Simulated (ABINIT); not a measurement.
ZnS (Wurtzite-2H) in ABINIT: convergence with cutoff

Input of the first run (cutoff 16 Ha); the others differ in this setting and in those tied to it:

File run.abi:

```
pp_dirpath "./"
pseudos "Zn.upf, S.upf"

acell 7.2017462609 7.2017462609 11.7805526609
rprim
     1.0000000000     0.0000000000     0.0000000000
    -0.5000000000     0.8660254038     0.0000000000
     0.0000000000     0.0000000000     1.0000000000
ntypat 2
znucl 30 16
natom 4
typat 1 1 2 2
xred
     0.6663970000     0.3315460000     0.5002410000
     0.3325680000     0.6880830000     0.0055960000
     0.6813350000     0.3426400000     0.8798910000
     0.3236270000     0.6665860000     0.3899440000
chkprim 0
chksymtnons 0
tolsym 1.0e-6

ecut 16.0

kptopt 1
ngkpt 4 4 2
nshiftk 1
shiftk 0.0 0.0 0.0

ixc 11

nband 32
occopt 3
tsmear 0.05 eV

nstep 100
tolvrs 1.0e-10

iomode 3
prtwf 0
prtden 0
prteig 0
prtebands 0
prtvol 2
```

Potentials or basis: PseudoDojo NC SR LDA v0.4.1 standard.

Run with:

```sh
$ abinit run.abi > log 2>&1
```

The cell isn't the ideal one: atoms moved at random, drawn with an rms of 0.05 Å.

Hardware: 1 thread of Arm Neoverse V2, on a shared host.

```csv
cutoff,"energy less the tightest run, at zero smearing (meV/atom)",largest force (eV/Å),gap on the mesh (eV),SCF cycles,CPU time (s),peak memory (GiB)
16 Ha,65704.75,1.074,1.350,15,34,0.07
20 Ha,22125.59,0.706,1.998,15,46,0.08
24 Ha,5937.04,0.664,2.217,16,63,0.09
28 Ha,1150.36,0.667,2.297,17,92,0.1
34 Ha,42.05,0.672,2.305,16,120,0.12
40 Ha,0.97,0.672,2.306,16,170,0.14
46 Ha,0.58,0.672,2.306,16,190,0.15
54 Ha,0.32,0.672,2.306,17,260,0.18
64 Ha,0.00,0.672,2.306,17,350,0.23
```

Against the tightest run, the energy stays within 1 meV/atom from 40 Ha on; the largest force stays within 0.005 eV/Å from 34 Ha on; the gap on the mesh stays within 0.01 eV from 28 Ha on. The tightest run that finished is the yardstick and may itself not be fully converged.

Caveat, for the tightest run too: the k mesh is coarse (spacing up to 0.50 Å⁻¹), so the values aren't converged; the potentials were made for another functional, which shifts forces and pressure.
